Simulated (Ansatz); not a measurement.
**HfO2: Quadrupolar parameters**

The cell is a computed structure from the Materials Project (it need not be an observed phase), taken as it stands.

```cif
data_HfO2
_symmetry_space_group_name_H-M 'P2_12_12'
_symmetry_Int_Tables_number 18
_cell_length_a 5.0803
_cell_length_b 5.1649
_cell_length_c 4.8909
_cell_angle_alpha 90.000
_cell_angle_beta 90.000
_cell_angle_gamma 90.000
loop_
_atom_site_label
_atom_site_type_symbol
_atom_site_symmetry_multiplicity
_atom_site_Wyckoff_symbol
_atom_site_fract_x
_atom_site_fract_y
_atom_site_fract_z
Hf Hf 4 c 0.2774 0.2818 0.7279
O5 O 2 a 0.5000 0.5000 0.4244
O7 O 2 b 0.5000 0.0000 0.5109
O9 O 4 c 0.3132 0.6636 0.8955
```

One atom of each set is listed.

Method: Kohn–Sham DFT in Ansatz, r2SCAN, plane waves and PAW (field gradients read without the response of the frozen cores, which leaves them typically 4 to 6 % off), scalar-relativistic, 500 eV cutoff, Γ-centred 4×4×4 k-points, Fermi–Dirac smearing 0.02 eV.

C_Q = eQV_zz/h, which is 24.18 MHz for Q = 1 b and V_zz = 10²¹ V/m²; η = (V_xx − V_yy)/V_zz.

179Hf: I = 9/2, Q = 3793 mb; ¹⁷O: I = 5/2, Q = -25.58 mb. Q values from Pyykkö, Mol. Phys. 116, 1328 (2018).

**Question.** Give the quadrupolar parameters of the distinct sites.

**Answer.** 

```csv
site,atoms,first shell,V_zz (10²¹ V/m²),η,C_Q (MHz)
Hf,4,7 O at 1.99–2.25 Å,21.3,0.47,1957
O5,2,4 Hf at 2.16–2.18 Å,-2.38,0.66,1.47
O7,2,4 Hf at 2.13–2.15 Å,-1.27,0.72,0.784
O9,4,3 Hf at 1.99–2.25 Å; also 3 Hf at 3.12–3.30 Å,-5.31,0.47,3.28
```

At O9 V_zz stands upright on the plane through its three neighbours (within 9°).

Without spin–orbit coupling the gradients at and beside Hf can be off by some per cent, at some sites by more.

The run took 65 s of wall time (65 s of CPU time) and 0.76 GiB at its peak, on 1 thread of Intel Xeon Platinum 8259CL CPU @ 2.50GHz (Skylake/Cascade Lake) (x86_64; 16 cores open to the job, memory cap 3.0 GiB, no GPU), a shared host with a load of 0.3 a core.
